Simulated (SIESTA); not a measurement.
Crystal: FeO (Wuestite).

```
Fe O
1.0
     1.51882    0.87689    2.51958
    -1.51882    0.87689    2.51958
     0.00000   -1.75378    2.51958
Fe O
1 1
Direct
  0.00000 0.00000 0.00000
  0.50000 0.50000 0.50000
```

Base run:

| Property | Result |
| --- | --- |
| Program | SIESTA 5.4.2 |
| Functional | PBE |
| Potentials or basis | PseudoDojo 0.4 standard (PBE files) |
| Basis | DZP (energy shift 0.003 Ry; two zetas on semicore shells) |
| Grid cutoff | 800 Ry |
| Energy shift | 0.003 Ry |
| k mesh | 8 × 8 × 8 |
| Occupations | fermi-dirac, width 0.05 eV |
| Spin | collinear spin, ferromagnetic start |
| Starting moments | [3.0, 0.0] μB |
| Hubbard terms | Fe d U = 2 eV |

Its results: band gap on the k mesh none (metal or under the smearing width); pressure 1.2 GPa; net moment 4.00 μB per cell; site moments Fe +3.74; O +0.26 μB.

Problem. After a change of settings the same cell gave: band gap on the k mesh none (metal or under the smearing width); pressure 3.1 GPa; net moment 4.00 μB per cell; site moments Fe +3.79; O +0.22 μB. Which change was it?
A. hubbard terms from Fe d U = 2 eV to Fe d U = 4 eV
B. hubbard terms from Fe d U = 2 eV to Fe d U = 6 eV
C. hubbard terms from Fe d U = 2 eV to none

Solution. A.

Caveats: short orbitals over semicore shells can move pressures by several GPa; the basis of atomic orbitals isn't converged, which shifts pressures, moduli and gaps; a cell with one magnetic atom can't hold antiferromagnetic order, which such compounds often take.
